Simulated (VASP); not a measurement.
# Si: relaxed cell and band gap, by functional

Si, Fd-3m (no. 227), 2 atoms in the cell.

| Functional | Volume (Å³/atom) | Change from the starting volume (fraction) | Gap, path and mesh (eV) | Time (s) |
|---|---|---|---|---|
| SCAN | 19.99 | -0.009 | 0.83 | 114 |
| r2SCAN | 20.13 | -0.002 | 0.78 | 94 |
| sregTM v1 | 20.01 | -0.007 | 0.62 | 93 |
| sregTM v2 | 20.02 | -0.007 | 0.62 | 86 |
| MS-PBEl | 20.34 | 0.009 | 1.00 | 90 |

## Input of the first row

INCAR.step1:
```
ALGO = Normal
EDIFF = 1E-5
ENCUT = 600
GGA = PE
GGA_COMPAT = False
ISIF = 2
ISMEAR = 0
KPAR = 2
LASPH = True
LCHARG = False
LREAL = False
LWAVE = True
NELM = 150
PREC = Accurate
SIGMA = 0.02
```

INCAR.step2:
```
ALGO = Normal
EDIFF = 1E-7
EDIFFG = -0.005
ENCUT = 600
GGA_COMPAT = False
IBRION = 2
ISIF = 3
ISMEAR = 0
ISTART = 1
KPAR = 2
LASPH = True
LCHARG = False
LMIXTAU = True
LREAL = False
LWAVE = False
METAGGA = SCAN
NELM = 150
NSW = 60
PREC = Accurate
SIGMA = 0.02
```

INCAR.step3, as INCAR.step2 but for:
```
- ISTART = 1
- NSW = 60
+ NSW = 40
```

INCAR.step4, as INCAR.step3 but for:
```
- EDIFFG = -0.005
- IBRION = 2
- ISIF = 3
- NSW = 40
+ ISIF = 2
+ NBANDS = 11
```

KPOINTS:
```
k-points
0
Gamma
  7 7 7
```

KPOINTS_OPT:
```
path GXWKGLUWLK,UX
8
line-mode
reciprocal
 0.0000000000  0.0000000000  0.0000000000  G
 0.5000000000  0.0000000000  0.5000000000  X

 0.5000000000  0.0000000000  0.5000000000  X
 0.5000000000  0.2500000000  0.7500000000  W

 0.5000000000  0.2500000000  0.7500000000  W
 0.3750000000  0.3750000000  0.7500000000  K

 0.3750000000  0.3750000000  0.7500000000  K
 0.0000000000  0.0000000000  0.0000000000  G

 0.0000000000  0.0000000000  0.0000000000  G
 0.5000000000  0.5000000000  0.5000000000  L

 0.5000000000  0.5000000000  0.5000000000  L
 0.6250000000  0.2500000000  0.6250000000  U

 0.6250000000  0.2500000000  0.6250000000  U
 0.5000000000  0.2500000000  0.7500000000  W

 0.5000000000  0.2500000000  0.7500000000  W
 0.5000000000  0.5000000000  0.5000000000  L

 0.5000000000  0.5000000000  0.5000000000  L
 0.3750000000  0.3750000000  0.7500000000  K

 0.6250000000  0.2500000000  0.6250000000  U
 0.5000000000  0.0000000000  0.5000000000  X
```

POSCAR.step1:
```
Si
1.0
    0.0000000000      2.7218511865      2.7218511865
    2.7218511865      0.0000000000      2.7218511865
    2.7218511865      2.7218511865      0.0000000000
Si
2
Direct
    0.5000000000      0.5000000000      0.5000000000
    0.7500000000      0.7500000000      0.7500000000
```

Commands (each step's output is kept before the next begins):
```
cat potpaw_PBE.64/Si/POTCAR > POTCAR
cp INCAR.step1 INCAR
cp POSCAR.step1 POSCAR
mpirun -np 2 vasp_std > vasp.out
cp INCAR.step2 INCAR
mpirun -np 2 vasp_std > vasp.out
cp CONTCAR POSCAR
rm WAVECAR CHG
cp INCAR.step3 INCAR
mpirun -np 2 vasp_std > vasp.out
cp CONTCAR POSCAR
rm WAVECAR CHG
cp INCAR.step4 INCAR
mpirun -np 2 vasp_std > vasp.out
```

Changes of the last row against the first:
```
- METAGGA = SCAN
+ METAGGA = MSPBEL
```

VASP 6.6.1 took 114 s on 2 cores (AMD EPYC 9R45 (Zen 5)), a shared host.
